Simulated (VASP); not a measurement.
# LiF (Fm-3m) in VASP: a series of runs

The runs below take LiF through relaxation of cell and atoms, with r2SCAN, r2SCAN+rVV10.

Everything below comes from runs of VASP 6.6.1. Logs are shortened: lines on timing, memory, paths and dates and some standing lists are left out, and cuts for length are marked.

**1. The crystal as given**

It takes space group Fm-3m (No. 225, cubic). The conventional cell has a = 4.083 Å, b = 4.083 Å, c = 4.083 Å, α = 90.00°, β = 90.00°, γ = 90.00°. Li (site symmetry m-3m) is surrounded by 6 F at 2.04 Å. Around F (site symmetry m-3m) lie 6 Li at 2.04 Å.

The cell is a database's computed one.

**2. Relaxation of cell and atoms, r2SCAN**

Contents of INCAR:

```
SYSTEM = LiF
  PREC = Accurate
  ENCUT = 600
  EDIFF = 1E-7
  ISMEAR = 0
  SIGMA = 0.02
  LREAL = .False.
  LASPH = .True.
  NELM = 80
  ALGO = Normal
  ISIF = 3
  LWAVE = .False.
  LCHARG = .False.
  METAGGA = R2SCAN
  LMIXTAU = .True.
  IBRION = 2
  NSW = 90
  EDIFFG = -0.005
```

Contents of KPOINTS:

```
Automatic mesh
0
Gamma
  10 10 10
  0 0 0
```

Contents of POSCAR:

```
LiF
1.0
    0.0000000000      2.0417135700      2.0417135700
    2.0417135700      0.0000000000      2.0417135700
    2.0417135700      2.0417135700      0.0000000000
Li F
1 1
Direct
    0.0000000000      0.0000000000      0.0000000000
    0.5000000000      0.5000000000      0.5000000000
```

Potentials or basis: VASP PAW PBE potentials, release 64 (Li_sv, F).

Launch:

```sh
cat potpaw_PBE.64/Li_sv/POTCAR potpaw_PBE.64/F/POTCAR > POTCAR
mpirun -np 1 vasp_std > vasp.out
```

OUTCAR:

```text
SYSTEM = LiF
   PREC = Accurate
   ENCUT = 600
   EDIFF = 1E-7
   ISMEAR = 0
   LREAL = .False.
   LASPH = .True.
   NELM = 80
   ISIF = 3
   METAGGA = R2SCAN
   IBRION = 2
   NSW = 90
   EDIFFG = -0.005

 ion  position               nearest neighbor table
   1  0.000  0.000  0.000-   2 2.04   2 2.04   2 2.04   2 2.04   2 2.04   2 2.04
   2  0.500  0.500  0.500-   1 2.04   1 2.04   1 2.04   1 2.04   1 2.04   1 2.04

  LATTYP: Found a face centered cubic cell.
 ALAT       =     4.0834271400

  Lattice vectors:

 A1 = (   0.0000000000,   2.0417135700,   2.0417135700)
 A2 = (   2.0417135700,   0.0000000000,   2.0417135700)
 A3 = (   2.0417135700,   2.0417135700,   0.0000000000)

Analysis of symmetry for initial positions (statically):
=====================================================================
 Subroutine PRICEL returns:
 Original cell was already a primitive cell.

 Routine SETGRP: Setting up the symmetry group for a
 face centered cubic supercell.

 Subroutine GETGRP returns: Found 48 space group operations
 (whereof 48 operations were pure point group operations)
 out of a pool of 48 trial point group operations.

The static configuration has the point symmetry O_h .

Analysis of symmetry for dynamics (positions and initial velocities):
=====================================================================
 Subroutine PRICEL returns:
 Original cell was already a primitive cell.

 Routine SETGRP: Setting up the symmetry group for a
 face centered cubic supercell.

 Subroutine GETGRP returns: Found 48 space group operations
 (whereof 48 operations were pure point group operations)
 out of a pool of 48 trial point group operations.

The dynamic configuration has the point symmetry O_h .

 Subroutine INISYM returns: Found 48 space group operations
 (whereof 48 operations are pure point group operations),
 and found     1 'primitive' translations

----------------------------------------------------------------------------------------

                                     Primitive cell

  volume of cell :      17.0222

  direct lattice vectors                    reciprocal lattice vectors
     0.000000000  2.041713570  2.041713570    -0.244892333  0.244892333  0.244892333
     2.041713570  0.000000000  2.041713570     0.244892333 -0.244892333  0.244892333
     2.041713570  2.041713570  0.000000000     0.244892333  0.244892333 -0.244892333

  length of vectors
     2.887419021  2.887419021  2.887419021     0.424165964  0.424165964  0.424165964

  position of ions in fractional coordinates (direct lattice)
     0.000000000  0.000000000  0.000000000
     0.500000000  0.500000000  0.500000000

  ion indices of the primitive-cell ions
   primitive index   ion index
                 1           1
                 2           2

----------------------------------------------------------------------------------------

 KPOINTS: Automatic mesh

Automatic generation of k-mesh.
 Grid dimensions read from file:
 generate k-points for:   10   10   10

 Generating k-lattice:

  Cartesian coordinates                     Fractional coordinates (reciprocal lattice)
    -0.024489233  0.024489233  0.024489233     0.100000000  0.000000000  0.000000000
     0.024489233 -0.024489233  0.024489233     0.000000000  0.100000000  0.000000000
     0.024489233  0.024489233 -0.024489233     0.000000000  0.000000000  0.100000000

  Length of vectors
     0.042416596  0.042416596  0.042416596

  Shift w.r.t. Gamma in fractional coordinates (k-lattice)
     0.000000000  0.000000000  0.000000000

 Subroutine IBZKPT returns following result:
 ===========================================

 Found     47 irreducible k-points:

 Following reciprocal coordinates:
            Coordinates               Weight
  0.000000  0.000000  0.000000      1.000000
  0.100000  0.000000  0.000000      8.000000
  0.200000  0.000000  0.000000      8.000000
  0.300000  0.000000  0.000000      8.000000
  0.400000  0.000000  0.000000      8.000000
  0.500000  0.000000  0.000000      4.000000
[... 16 lines left out ...]
  0.300000  0.300000  0.000000      6.000000
  0.400000  0.300000  0.000000     24.000000
 [... further k-points ...]
   k-points           NKPTS =     47   k-points in BZ     NKDIM =     47   number of bands    NBANDS=      9
   number of dos      NEDOS =    301   number of ions     NIONS =      2
   total plane-waves  NPLWV =  13824
   dimension x,y,z NGX =    24 NGY =   24 NGZ =   24
   dimension x,y,z NGXF=    48 NGYF=   48 NGZF=   48
   ions per type =               1   1
   NGX,Y,Z   is equivalent  to a cutoff of  13.82, 13.82, 13.82 a.u.
   NGXF,Y,Z  is equivalent  to a cutoff of  27.64, 27.64, 27.64 a.u.
 SYSTEM =  LiF
   PREC   = accura    normal or accurate (medium, high low for compatibility)
   ISTART =      0    job   : 0-new  1-cont  2-samecut
   ICHARG =      2    charge: 1-file 2-atom 10-const
   ISPIN  =      1    spin polarized calculation?
   LNONCOLLINEAR =      F non collinear calculations
   LSORBIT =      F    spin-orbit coupling
   LASPH  =      T    aspherical Exc in radial PAW
   ENCUT  =  600.0 eV  44.10 Ry    6.64 a.u.   5.77  5.77  5.77*2*pi/ulx,y,z
   NELM   =     80;   NELMIN=  2; NELMDL= -5     # of ELM steps
   EDIFF  = 0.1E-06   stopping-criterion for ELM
   LREAL  =      F    real-space projection
   EDIFFG = -.5E-02   stopping-criterion for IOM
   NSW    =     90    number of steps for IOM
   IBRION =      2    ionic relax: 0-MD 1-quasi-New 2-CG
   NFREE  =      1    steps in history (QN), initial steepest desc. (CG)
   ISIF   =      3    stress and relaxation
   ISYM   =      2    0-nonsym 1-usesym 2-fastsym
   POTIM  = 0.5000    time-step for ionic-motion
   TEBEG  =    0.0;   TEEND  =   0.0 temperature during run
   PSTRESS=    0.0 pullay stress
   NELECT =      10.0000    total number of electrons
   NUPDOWN=      -1.0000    fix difference up-down
   EMIN   =  10.00;   EMAX   =-10.00  energy-range for DOS
   EFERMI =   0.00;   METHOD = LEGACY
   ISMEAR =     0;   SIGMA  =   0.02  broadening in eV -4-tet -1-fermi 0-gaus
   EFERMI_NEDOS =   21; number of points for ismear=-14 and -15
   IALGO  =     38    algorithm
   IMIX   =      4    mixing-type and parameters
     AMIX     =   0.40;   BMIX     =  1.00
     AMIX_MAG =   1.60;   BMIX_MAG =  1.00
  volume/ion in A,a.u.               =       8.51        57.44
  Fermi-wavevector in a.u.,A,eV,Ry     =   1.371103  2.591009 25.577904  1.879923
  Thomas-Fermi vector in A             =   2.496830
   LORBIT       =      0    0 simple, 1 ext, 2 COOP (PROOUT), +10 PAW based schemes
   METAGGA = R2SCAN    functional components
   LHFCALC =     F    Hartree Fock is set to
   AEXX    =    0.0000 exact exchange contribution
   IVDW    =     0    specifies the selected vdW correction
   LEPSILON=     F    determine dielectric tensor
   LRPA    =     F    only Hartree local field effects (RPA)
 conjugate gradient relaxation of ions
 non-spin polarized calculation
 Gauss-broadening in eV      SIGMA  =   0.02
  energy-cutoff  :      600.00
  volume of cell :       17.02
 maximum number of plane-waves:       588
   NGX = 11   NGY = 11   NGZ = 11

--------------------------------------- Ionic step        1  -------------------------------------------

 number of electron      10.0000000 magnetization

 number of electron       9.9999995 magnetization

 Free energy of the ion-electron system (eV)
  ---------------------------------------------------
  ext. energy  EPLUGINS =         0.00000000
  ---------------------------------------------------
  free energy    TOTEN  =       -11.88770675 eV

  energy without entropy =      -11.88770675  energy(sigma->0) =      -11.88770675

------------------------ aborting loop because EDIFF is reached ----------------------------------------

  FORCE on cell =-STRESS in cart. coord.  units (eV):
  Direction    XX          YY          ZZ          XY          YZ          ZX
  --------------------------------------------------------------------------------------
  -------------------------------------------------------------------------------------
  Total       -0.6228042     -0.6228042     -0.6228042      0.0000000     -0.0000000      0.0000000
  in kB      -58.6202551    -58.6202551    -58.6202551      0.0000000     -0.0000000      0.0000000
  external PRESSURE =     -58.6202551 kB  Pullay stress =       0.0000000 kB
[... 93 lines left out ...]
  energy  without entropy=      -11.9148224347  energy(sigma->0) =      -11.91482243

--------------------------------------- Ionic step        4  -------------------------------------------

 number of electron       9.9999999 magnetization

 Free energy of the ion-electron system (eV)
  ---------------------------------------------------
  ext. energy  EPLUGINS =         0.00000000
  ---------------------------------------------------
  free energy    TOTEN  =       -11.91489284 eV

  energy without entropy =      -11.91489284  energy(sigma->0) =      -11.91489284

 E-fermi :  -1.1494     XC(G=0): -10.7650

 val. band max:       -1.3918669245   @ k =   0.0000   0.0000   0.0000
 cond. band min:       9.2882809278   @ k =   0.0000   0.0000   0.0000
 fundamental gap:     10.6801478522
 Fermi energy:        -1.1494023533

 k-point     1 :       0.0000    0.0000    0.0000
  band No.  band energies     occupation
      1     -43.3665      2.00000
      2     -22.6021      2.00000
      3      -1.3919      2.00000
      4      -1.3919      2.00000
      5      -1.3919      2.00000
      6       9.2883      0.00000
      7      24.5157      0.00000
      8      24.5157      0.00000
      9      24.5158      0.00000
[... 265 lines left out ...]
 k-point    24 :       0.4000    0.3000    0.0000
  band No.  band energies     occupation
      1     -43.2973      2.00000
      2     -22.0538      2.00000
      3      -3.8255      2.00000
      4      -2.3262      2.00000
      5      -2.2101      2.00000
      6      13.3040      0.00000
      7      16.7521      0.00000
      8      19.2783      0.00000
      9      20.9014      0.00000

 [... further k-points ...]

------------------------ aborting loop because EDIFF is reached ----------------------------------------

  FORCE on cell =-STRESS in cart. coord.  units (eV):
  Direction    XX          YY          ZZ          XY          YZ          ZX
  --------------------------------------------------------------------------------------
  -------------------------------------------------------------------------------------
  Total       -0.0004533     -0.0004533     -0.0004533      0.0000000      0.0000000      0.0000000
  in kB       -0.0463279     -0.0463279     -0.0463279      0.0000000      0.0000000      0.0000000
  external PRESSURE =      -0.0463279 kB  Pullay stress =       0.0000000 kB
[... 17 lines left out ...]
  FREE ENERGIE OF THE ION-ELECTRON SYSTEM (eV)
  ---------------------------------------------------
  free  energy   TOTEN  =       -11.9148928359 eV

  energy  without entropy=      -11.9148928359  energy(sigma->0) =      -11.91489284

 reached required accuracy - stopping structural energy minimisation
```

Run time: 76 s. Hardware: 1 thread of Intel Xeon Platinum 8488C (Sapphire Rapids), shared host; peak memory 0.13 GiB.

Results:

```
Free energy                            : -11.9149 eV
Relaxed volume                         : 7.84 Å³/atom
Relaxed cell                           : a = 2.809 Å, b = 2.809 Å, c = 2.809 Å, α = 60.00°, β = 60.00°, γ = 60.00°
Space group after relaxing (to 0.05 Å) : Fm-3m (No. 225)
Energy gained by relaxing              : 13.6 meV/atom
Ionic steps                            : 4
Pressure after relaxing                : 0.0 GPa
Band gap on the k mesh                 : 10.68 eV, direct
```

Step by step:
| step | energy change (eV) | largest force (eV/Å) | pressure (GPa) | volume (Å³) |
| --- | --- | --- | --- | --- |
| 1 | 0.0000 | 0.0000 | -5.86 | 17.02 |
| 2 | -0.0211 | 0.0000 | -3.04 | 16.27 |
| 3 | -0.0271 | 0.0000 | 0.40 | 15.60 |
| 4 | -0.0272 | 0.0000 | 0.00 | 15.68 |

Final structure:
```cif
data_structure
_symmetry_space_group_name_H-M 'P 1'
_symmetry_Int_Tables_number 1
_cell_length_a 2.8092
_cell_length_b 2.8092
_cell_length_c 2.8092
_cell_angle_alpha 60.000
_cell_angle_beta 60.000
_cell_angle_gamma 60.000
_cell_volume 15.68
loop_
_atom_site_label
_atom_site_type_symbol
_atom_site_fract_x
_atom_site_fract_y
_atom_site_fract_z
_atom_site_occupancy
Li1 Li 0.00000 0.00000 0.00000 1
F1 F 0.50000 0.50000 0.50000 1
```

Caveat: the cutoff is under 1.25 times the usual one of these potentials, so pressure, stress and relaxed cells hold a basis-set (Pulay) error; the PAW data sets were made with another functional, which shifts forces and pressure a little. r2SCAN opens gaps a little over a GGA but as a rule still falls short of measured ones.

**3. Relaxation of cell and atoms, r2SCAN+rVV10**

Changes to INCAR since step 2:

```diff
@@ -15,2 +15,6 @@
   LMIXTAU = .True.
+  LUSE_VDW = .True.
+  IVDW_NL = 2
+  BPARAM = 11.95
+  CPARAM = 0.0093
   IBRION = 2
```

KPOINTS is that of step 2.

POSCAR is that of step 2.

Potentials or basis: VASP PAW PBE potentials, release 64 (Li_sv, F).

Launch:

```sh
cat potpaw_PBE.64/Li_sv/POTCAR potpaw_PBE.64/F/POTCAR > POTCAR
mpirun -np 1 vasp_std > vasp.out
```

It took 2.9 min on 1 thread of Intel Xeon Platinum 8488C (Sapphire Rapids), shared host; peak memory 0.21 GiB.

It converged, with:

```yaml
Free_energy: -11.5924 eV
Relaxed_volume: 7.74 Å³/atom
Relaxed_cell: a = 2.798 Å, b = 2.798 Å, c = 2.798 Å, α = 60.00°, β = 60.00°, γ = 60.00°
Space_group_after_relaxing_to_0.05_Å: Fm-3m (No. 225)
Energy_gained_by_relaxing: 17.9 meV/atom
Ionic_steps: 4
Pressure_after_relaxing: 0.0 GPa
Band_gap_on_the_k_mesh: 10.74 eV, direct
```

The path:
```tsv
step	energy change (eV)	largest force (eV/Å)	pressure (GPa)	volume (Å³)
1	0.0000	0.0000	-6.77	17.02
2	-0.0282	0.0000	-3.50	16.15
3	-0.0357	0.0000	0.26	15.44
4	-0.0358	0.0000	0.01	15.49
```

Final structure:
```
Li F
1.0
     0.00000    1.97839    1.97839
     1.97839    0.00000    1.97839
     1.97839    1.97839    0.00000
Li F
1 1
Direct
  0.00000 0.00000 0.00000
  0.50000 0.50000 0.50000
```

Levels at points of the mesh, in eV from the valence-band top:
```tsv
k point	band 1	band 2	band 3	band 4	band 5	band 6	band 7	band 8	band 9
(0.00, 0.00, 0.00)	-41.91	-21.25	0.00	0.00	0.00	10.74	25.97	25.97	25.97
(0.50, 0.00, 0.00)	-41.84	-20.79	-2.67	-0.26	-0.26	12.07	18.76	20.84	20.84
(0.50, 0.50, 0.00)	-41.82	-20.49	-3.26	-1.10	-1.10	16.55	17.64	19.77	22.55
```

Caveat: the cutoff is under 1.25 times the usual one of these potentials, so pressure, stress and relaxed cells hold a basis-set (Pulay) error; the PAW data sets were made with another functional, which shifts forces and pressure a little.
